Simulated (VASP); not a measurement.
The system is TaN.

```
Ta N
1.0
     0.00000    2.21132    2.21132
     2.21132    0.00000    2.21132
     2.21132    2.21132    0.00000
Ta N
1 1
Cartesian
  2.2113 2.2113 2.2113
  0.0000 0.0000 0.0000
```

The cell comes from a database or a generator and needn't be the stable form of this composition.

```yaml
Program: VASP 6.6.1
Task: relaxation of cell and atoms
Functional: PBEsol
Potentials_or_basis: VASP PAW PBE potentials, release 64 (Ta_pv, N)
Cutoff: 600 eV
k_mesh: 8 × 8 × 8
Occupations: fermi-dirac, width 0.05 eV
Spin: no spin polarisation
```

At the start: pressure -9.7 GPa; volume 10.81 Å³/atom.

How do energy, volume and symmetry change on relaxing?

Over 4 steps the energy falls by 9.7 meV/atom and the volume is 10.50 Å³/atom (-2.9 %); space group Fm-3m (No. 225, to 0.05 Å).

The path:
| step | energy change (eV) | largest force (eV/Å) | pressure (GPa) | volume (Å³) |
| --- | --- | --- | --- | --- |
| 1 | 0.0000 | 0.0000 | -9.74 | 21.63 |
| 2 | 0.0940 | 0.0000 | 28.14 | 19.63 |
| 3 | -0.0193 | 0.0000 | -0.24 | 21.02 |
| 4 | -0.0195 | 0.0000 | -0.03 | 21.01 |

Final structure:
```cif
data_structure
_symmetry_space_group_name_H-M 'P 1'
_symmetry_Int_Tables_number 1
_cell_length_a 3.0972
_cell_length_b 3.0972
_cell_length_c 3.0972
_cell_angle_alpha 60.000
_cell_angle_beta 60.000
_cell_angle_gamma 60.000
_cell_volume 21.01
loop_
_atom_site_label
_atom_site_type_symbol
_atom_site_fract_x
_atom_site_fract_y
_atom_site_fract_z
_atom_site_occupancy
Ta1 Ta 0.50000 0.50000 0.50000 1
N1 N 0.00000 0.00000 0.00000 1
```

Caveat: the PAW data sets were made with another functional, which shifts forces and pressure a little.
